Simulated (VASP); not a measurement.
# YbH3 (Fm-3m) in VASP: a series of runs

The runs below take YbH3 through relaxation of cell and atoms, single point, with PBE.

Everything below comes from runs of VASP 6.6.1. Logs are shortened: lines on timing, memory, paths and dates and some standing lists are left out, and cuts for length are marked.

## (1) The structure

It takes space group Fm-3m (No. 225, cubic). The conventional cell has a = 5.210 Å, b = 5.210 Å, c = 5.210 Å, α = 90.00°, β = 90.00°, γ = 90.00°. Yb (site symmetry m-3m) has 8 H at 2.26 Å as nearest neighbours. Around H (site symmetry -43m) lie 4 H at 2.26 Å and 4 Yb at 2.26 Å. Around H (site symmetry m-3m) lie 8 H at 2.26 Å.

The cell comes from a database or a generator and needn't be the stable form of this composition.

## (2) Relaxation of cell and atoms, PBE

INCAR reads:

```
SYSTEM = YbH3
ALGO     = Normal         ! electronic algorithm
EDIFF    = 1E-6           ! SCF threshold, eV
EDIFFG   = -0.04          ! ionic threshold
ENCUT    = 600            ! plane-wave cutoff, eV
GGA      = PE             ! functional
IBRION   = 2              ! ionic algorithm
ISIF     = 3              ! what is computed and relaxed
ISMEAR   = 0              ! smearing method
LASPH    = .TRUE.         ! aspherical terms in the spheres
LCHARG   = .FALSE.        ! write CHGCAR
LREAL    = .FALSE.        ! projectors in reciprocal space
LWAVE    = .FALSE.        ! write WAVECAR
NELM     = 60             ! most SCF steps
NSW      = 90             ! ionic steps
PREC     = Accurate       ! precision mode
SIGMA    = 0.1            ! smearing width, eV
```

KPOINTS reads:

```
k-points
0
G
  6 6 6
  0 0 0
```

POSCAR reads:

```
YbH3
1.0
    0.0000000000      2.6049709300      2.6049709300
    2.6049709300      0.0000000000      2.6049709300
    2.6049709300      2.6049709300      0.0000000000
Yb H
1 3
Direct
    0.0000000000      0.0000000000      0.0000000000
    0.7500000000      0.7500000000      0.7500000000
    0.2500000000      0.2500000000      0.2500000000
    0.5000000000      0.5000000000      0.5000000000
```

Potentials or basis: VASP PAW PBE potentials, release 64 (Yb, H).

Started as:

```bash
$ cat potpaw_PBE.64/Yb/POTCAR potpaw_PBE.64/H/POTCAR > POTCAR
$ mpirun -np 1 vasp_std > vasp.out
```

OUTCAR:

```text
SYSTEM = YbH3
   EDIFF = 1E-6
   EDIFFG = -0.04
   ENCUT = 600
   GGA = PE
   IBRION = 2
   ISIF = 3
   ISMEAR = 0
   LASPH = .TRUE.
   LREAL = .FALSE.
   NELM = 60
   NSW = 90
   PREC = Accurate

 ion  position               nearest neighbor table
   1  0.000  0.000  0.000-   2 2.26   2 2.26   2 2.26   2 2.26   3 2.26   3 2.26   3 2.26   3 2.26

   2  0.750  0.750  0.750-   1 2.26   1 2.26   1 2.26   1 2.26
   3  0.250  0.250  0.250-   1 2.26   1 2.26   1 2.26   1 2.26
   4  0.500  0.500  0.500-

  LATTYP: Found a face centered cubic cell.
 ALAT       =     5.2099418600

  Lattice vectors:

 A1 = (   0.0000000000,   2.6049709300,   2.6049709300)
 A2 = (   2.6049709300,   0.0000000000,   2.6049709300)
 A3 = (   2.6049709300,   2.6049709300,   0.0000000000)

Analysis of symmetry for initial positions (statically):
=====================================================================
 Subroutine PRICEL returns:
 Original cell was already a primitive cell.

 Routine SETGRP: Setting up the symmetry group for a
 face centered cubic supercell.

 Subroutine GETGRP returns: Found 48 space group operations
 (whereof 48 operations were pure point group operations)
 out of a pool of 48 trial point group operations.

The static configuration has the point symmetry O_h .

Analysis of symmetry for dynamics (positions and initial velocities):
=====================================================================
 Subroutine PRICEL returns:
 Original cell was already a primitive cell.

 Routine SETGRP: Setting up the symmetry group for a
 face centered cubic supercell.

 Subroutine GETGRP returns: Found 48 space group operations
 (whereof 48 operations were pure point group operations)
 out of a pool of 48 trial point group operations.

The dynamic configuration has the point symmetry O_h .

 Subroutine INISYM returns: Found 48 space group operations
 (whereof 48 operations are pure point group operations),
 and found     1 'primitive' translations

----------------------------------------------------------------------------------------

                                     Primitive cell

  volume of cell :      35.3540

  direct lattice vectors                    reciprocal lattice vectors
     0.000000000  2.604970930  2.604970930    -0.191940722  0.191940722  0.191940722
     2.604970930  0.000000000  2.604970930     0.191940722 -0.191940722  0.191940722
     2.604970930  2.604970930  0.000000000     0.191940722  0.191940722 -0.191940722

[... 84 lines left out ...]
   ISIF   =      3    stress and relaxation
   ISYM   =      2    0-nonsym 1-usesym 2-fastsym
   POTIM  = 0.5000    time-step for ionic-motion
   TEBEG  =    0.0;   TEEND  =   0.0 temperature during run
   PSTRESS=    0.0 pullay stress
   NELECT =      27.0000    total number of electrons
   NUPDOWN=      -1.0000    fix difference up-down
   EMIN   =  10.00;   EMAX   =-10.00  energy-range for DOS
   EFERMI =   0.00;   METHOD = LEGACY
   ISMEAR =     0;   SIGMA  =   0.10  broadening in eV -4-tet -1-fermi 0-gaus
   EFERMI_NEDOS =   21; number of points for ismear=-14 and -15
   IALGO  =     38    algorithm
   IMIX   =      4    mixing-type and parameters
     AMIX     =   0.40;   BMIX     =  1.00
     AMIX_MAG =   1.60;   BMIX_MAG =  1.00
  volume/ion in A,a.u.               =       8.84        59.65
  Fermi-wavevector in a.u.,A,eV,Ry     =   1.496407  2.827800 30.466647  2.239235
  Thomas-Fermi vector in A             =   2.608428
   LORBIT       =      0    0 simple, 1 ext, 2 COOP (PROOUT), +10 PAW based schemes
   GGA     = PE    functional components
   LHFCALC =     F    Hartree Fock is set to
   AEXX    =    0.0000 exact exchange contribution
   IVDW    =     0    specifies the selected vdW correction
   LEPSILON=     F    determine dielectric tensor
   LRPA    =     F    only Hartree local field effects (RPA)
 conjugate gradient relaxation of ions
 non-spin polarized calculation
 Gauss-broadening in eV      SIGMA  =   0.10
  energy-cutoff  :      600.00
  volume of cell :       35.35
 maximum number of plane-waves:      1243
 NGX is ok and might be reduce to    30
   NGX = 15   NGY = 15   NGZ = 15

--------------------------------------- Ionic step        1  -------------------------------------------

 number of electron      26.9999996 magnetization

 Free energy of the ion-electron system (eV)
  ---------------------------------------------------
  ext. energy  EPLUGINS =         0.00000000
  ---------------------------------------------------
  free energy    TOTEN  =       -15.22552756 eV

  energy without entropy =      -15.21226446  energy(sigma->0) =      -15.21889601

------------------------ aborting loop because EDIFF is reached ----------------------------------------

  FORCE on cell =-STRESS in cart. coord.  units (eV):
  Direction    XX          YY          ZZ          XY          YZ          ZX
  --------------------------------------------------------------------------------------
  -------------------------------------------------------------------------------------
  Total       -1.1927721     -1.1927721     -1.1927721      0.0000000      0.0000000     -0.0000000
  in kB      -54.0541985    -54.0541985    -54.0541985      0.0000000      0.0000000     -0.0000000
  external PRESSURE =     -54.0541985 kB  Pullay stress =       0.0000000 kB
[... 25 lines left out ...]
--------------------------------------- Ionic step        2  -------------------------------------------

 number of electron      27.0000003 magnetization

 E-fermi :   1.6606     XC(G=0): -11.0902

 val. band max:        1.5095491140   @ k =   0.3333   0.3333   0.0000
 cond. band min:       1.6848691503   @ k =  -0.3333   0.1667   0.0000
 fundamental gap:      0.1753200363
 Fermi energy:         1.6606279448

 k-point     1 :       0.0000    0.0000    0.0000
  band No.  band energies     occupation
      1     -49.4522      2.00000
      2     -21.4568      2.00000
      3     -21.4568      2.00000
      4     -21.4568      2.00000
      5      -7.1027      2.00000
      6       0.1321      2.00000
[... 384 lines left out ...]
--------------------------------------- Ionic step        4  -------------------------------------------

 number of electron      27.0000006 magnetization

 Free energy of the ion-electron system (eV)
  ---------------------------------------------------
  ext. energy  EPLUGINS =         0.00000000
  ---------------------------------------------------
  free energy    TOTEN  =       -15.27028003 eV

  energy without entropy =      -15.25706285  energy(sigma->0) =      -15.26367144

 E-fermi :   1.8255     XC(G=0): -11.2448

 val. band max:        1.6778928494   @ k =   0.3333   0.3333   0.0000
 cond. band min:       1.8493967713   @ k =  -0.3333   0.1667   0.0000
 fundamental gap:      0.1715039219
 Fermi energy:         1.8254713030

 k-point     1 :       0.0000    0.0000    0.0000
  band No.  band energies     occupation
      1     -49.2687      2.00000
      2     -21.2568      2.00000
      3     -21.2568      2.00000
      4     -21.2568      2.00000
      5      -7.1258      2.00000
      6       0.2349      2.00000
[... 340 lines left out ...]
  FREE ENERGIE OF THE ION-ELECTRON SYSTEM (eV)
  ---------------------------------------------------
  free  energy   TOTEN  =       -15.2702800316 eV

  energy  without entropy=      -15.2570628495  energy(sigma->0) =      -15.26367144

 reached required accuracy - stopping structural energy minimisation
```

OSZICAR:

```text
N       E                     dE             d eps       ncg     rms          rms(c)
[... 108 lines left out ...]
DAV:  22    -0.152810279845E+02    0.18059E-01   -0.11077E-02   875   0.377E+00    0.417E+00
DAV:  23    -0.152744808052E+02    0.65472E-02   -0.59261E-03  1043   0.216E+00    0.264E+00
DAV:  24    -0.152709588377E+02    0.35220E-02   -0.41751E-03   911   0.252E+00    0.144E+00
DAV:  25    -0.152703122196E+02    0.64662E-03   -0.18798E-03  1069   0.146E+00    0.843E-01
DAV:  26    -0.152702915345E+02    0.20685E-04   -0.34152E-04  1038   0.375E-01    0.605E-01
DAV:  27    -0.152702782120E+02    0.13322E-04   -0.67852E-05   862   0.363E-01    0.274E-01
DAV:  28    -0.152702792935E+02   -0.10814E-05   -0.27311E-05  1025   0.115E-01    0.709E-02
DAV:  29    -0.152702800316E+02   -0.73814E-06   -0.72204E-06   813   0.269E-02
   4 F= -.15270280E+02 E0= -.15263671E+02  d E =-.447525E-01
```

CONTCAR:

```text
YbH3
   1.00000000000000
    -0.0000000000000000    2.5409205761418132    2.5409205761418132
     2.5409205761418132    0.0000000000000000    2.5409205761418132
     2.5409205761418132    2.5409205761418132   -0.0000000000000000
  Yb              H
     1     3
Direct
     0.0000000000000000    0.0000000000000000    0.0000000000000000
     0.7500000000000000    0.7500000000000000    0.7500000000000000
     0.2500000000000000    0.2500000000000000    0.2500000000000000
     0.5000000000000000    0.5000000000000000    0.5000000000000000

  0.00000000E+00  0.00000000E+00  0.00000000E+00
  0.00000000E+00  0.00000000E+00  0.00000000E+00
  0.00000000E+00  0.00000000E+00  0.00000000E+00
  0.00000000E+00  0.00000000E+00  0.00000000E+00
```

Run time: 3.4 min. Hardware: 1 thread of AMD EPYC 7R43 (Zen 3), shared host; peak memory 0.17 GiB.

Results:

* Free energy: -15.2703 eV
* Relaxed volume: 8.20 Å³/atom
* Relaxed cell: a = 3.593 Å, b = 3.593 Å, c = 3.593 Å, α = 60.00°, β = 60.00°, γ = 60.00°
* Space group after relaxing (to 0.05 Å): Fm-3m (No. 225)
* Energy gained by relaxing: 11.2 meV/atom
* Ionic steps: 4
* Pressure after relaxing: 0.3 GPa
* Band gap on the k mesh: none (metal or under the smearing width)

Step by step:
| step | energy change (eV) | largest force (eV/Å) | pressure (GPa) | volume (Å³) |
| --- | --- | --- | --- | --- |
| 1 | 0.0000 | 0.0000 | -5.41 | 35.35 |
| 2 | -0.0370 | 0.0000 | -2.66 | 33.85 |
| 3 | -0.0182 | 0.0000 | 4.87 | 31.10 |
| 4 | -0.0448 | 0.0000 | 0.33 | 32.81 |

Final structure:
```xyz
4
Lattice="0.0000 2.5409 2.5409 2.5409 0.0000 2.5409 2.5409 2.5409 0.0000" Properties=species:S:1:pos:R:3 pbc="T T T"
Yb    0.0000    0.0000    0.0000
H     3.8114    3.8114    3.8114
H     1.2705    1.2705    1.2705
H     2.5409    2.5409    2.5409
```

Caveat: without U or exact exchange the open f shell lies at the Fermi level, which spoils levels, moments and volumes. Spin-orbit coupling is left out, which matters for the levels of Yb.

## (3) Single point, PBE

INCAR reads:

```
SYSTEM = YbH3
PREC = Accurate
ENCUT = 520
EDIFF = 1E-6
ISMEAR = 0
SIGMA = 0.1
LREAL = .FALSE.
LASPH = .TRUE.
NELM = 60
ALGO = Normal
ISIF = 2
LWAVE = .FALSE.
LCHARG = .TRUE.
GGA = PE
LELF = .TRUE.
LVHAR = .TRUE.
NBANDS = 22
```

KPOINTS reads:

```
regular mesh
0
G
  6 6 6
  0 0 0
```

POSCAR is that of step 2.

Potentials or basis: VASP PAW PBE potentials, release 64 (Yb, H).

Started as:

```bash
$ cat potpaw_PBE.64/Yb/POTCAR potpaw_PBE.64/H/POTCAR > POTCAR
$ mpirun -np 1 vasp_std > vasp.out
```

OUTCAR:

```text
SYSTEM = YbH3
   PREC = Accurate
   ENCUT = 520
   EDIFF = 1E-6
   ISMEAR = 0
   LREAL = .FALSE.
   LASPH = .TRUE.
   NELM = 60
   ISIF = 2
   GGA = PE

 ion  position               nearest neighbor table
   1  0.000  0.000  0.000-   2 2.26   2 2.26   2 2.26   2 2.26   3 2.26   3 2.26   3 2.26   3 2.26

   2  0.750  0.750  0.750-   1 2.26   1 2.26   1 2.26   1 2.26
   3  0.250  0.250  0.250-   1 2.26   1 2.26   1 2.26   1 2.26
   4  0.500  0.500  0.500-

  LATTYP: Found a face centered cubic cell.
 ALAT       =     5.2099418600

  Lattice vectors:

 A1 = (   0.0000000000,   2.6049709300,   2.6049709300)
 A2 = (   2.6049709300,   0.0000000000,   2.6049709300)
 A3 = (   2.6049709300,   2.6049709300,   0.0000000000)

Analysis of symmetry for initial positions (statically):
=====================================================================
 Subroutine PRICEL returns:
 Original cell was already a primitive cell.

 Routine SETGRP: Setting up the symmetry group for a
 face centered cubic supercell.

 Subroutine GETGRP returns: Found 48 space group operations
 (whereof 48 operations were pure point group operations)
 out of a pool of 48 trial point group operations.
[... 158 lines left out ...]

 E-fermi :   1.4383     XC(G=0): -10.8784

 val. band max:        1.2836391878   @ k =   0.3333   0.3333   0.0000
 cond. band min:       1.4629889067   @ k =  -0.3333   0.1667   0.0000
 fundamental gap:      0.1793497189
 Fermi energy:         1.4383182512

 k-point     1 :       0.0000    0.0000    0.0000
  band No.  band energies     occupation
      1     -49.7036      2.00000
      2     -21.7292      2.00000
      3     -21.7292      2.00000
      4     -21.7292      2.00000
      5      -7.0668      2.00000
      6      -0.0084      2.00000
[... 389 lines left out ...]
     21      13.3456      0.00000
     22      13.3863      0.00000

------------------------ aborting loop because EDIFF is reached ----------------------------------------

  FORCE on cell =-STRESS in cart. coord.  units (eV):
  Direction    XX          YY          ZZ          XY          YZ          ZX
  --------------------------------------------------------------------------------------
  -------------------------------------------------------------------------------------
  Total       -1.2079829     -1.2079829     -1.2079829      0.0000000      0.0000000     -0.0000000
  in kB      -54.7435199    -54.7435199    -54.7435199      0.0000000      0.0000000     -0.0000000
  external PRESSURE =     -54.7435199 kB  Pullay stress =       0.0000000 kB

 VOLUME and BASIS-vectors are now :
 -----------------------------------------------------------------------------
  energy-cutoff  :      520.00
  volume of cell :       35.35
      direct lattice vectors                 reciprocal lattice vectors
     0.000000000  2.604970930  2.604970930    -0.191940722  0.191940722  0.191940722
     2.604970930  0.000000000  2.604970930     0.191940722 -0.191940722  0.191940722
     2.604970930  2.604970930  0.000000000     0.191940722  0.191940722 -0.191940722

 POSITION                                       TOTAL-FORCE (eV/Angst)
 -----------------------------------------------------------------------------------
      0.00000      0.00000      0.00000         0.000000     -0.000000      0.000000
      3.90746      3.90746      3.90746        -0.000000     -0.000000      0.000000
      1.30249      1.30249      1.30249        -0.000000      0.000000     -0.000000
      2.60497      2.60497      2.60497         0.000000     -0.000000      0.000000
 -----------------------------------------------------------------------------------
    total drift:                               -0.000000     -0.000000      0.000000

  FREE ENERGIE OF THE ION-ELECTRON SYSTEM (eV)
  ---------------------------------------------------
  free  energy   TOTEN  =       -15.2243393459 eV

  energy  without entropy=      -15.2110768799  energy(sigma->0) =      -15.21770811
```

stdout:

```text
POSCAR found type information on POSCAR YbH
 POSCAR found :  2 types and       4 ions
 scaLAPACK will be used
 LDA part: xc-table for (Slater+PW92), standard interpolation
 POSCAR, INCAR and KPOINTS ok, starting setup
 FFT: planning ... GRIDC
 FFT: planning ... GRID_SOFT
 FFT: planning ... GRID
 WAVECAR not read
 entering main loop
```

Run time: 37 s. Hardware: 1 thread of AMD EPYC 7R43 (Zen 3), shared host; peak memory 0.13 GiB.

Results:

| Property | Result |
| --- | --- |
| Free energy | -15.2243 eV |
| Pressure | -5.5 GPa |
| Band gap on the k mesh | none (metal or under the smearing width) |

Levels at points of the mesh, in eV from the Fermi level:
| k point | band 11 | band 12 | band 13 | band 14 | band 15 | band 16 |
| --- | --- | --- | --- | --- | --- | --- |
| (0.00, 0.00, 0.00) | -0.38 | -0.38 | 1.21 | 2.53 | 3.15 | 3.15 |
| (0.50, 0.00, 0.00) | -0.41 | -0.39 | -0.38 | 1.19 | 2.91 | 2.91 |
| (0.50, 0.50, 0.00) | -0.42 | -0.42 | -0.41 | -0.31 | 6.92 | 6.92 |

Caveat: without U or exact exchange the open f shell lies at the Fermi level, which spoils levels, moments and volumes. Spin-orbit coupling is left out, which matters for the levels of Yb.
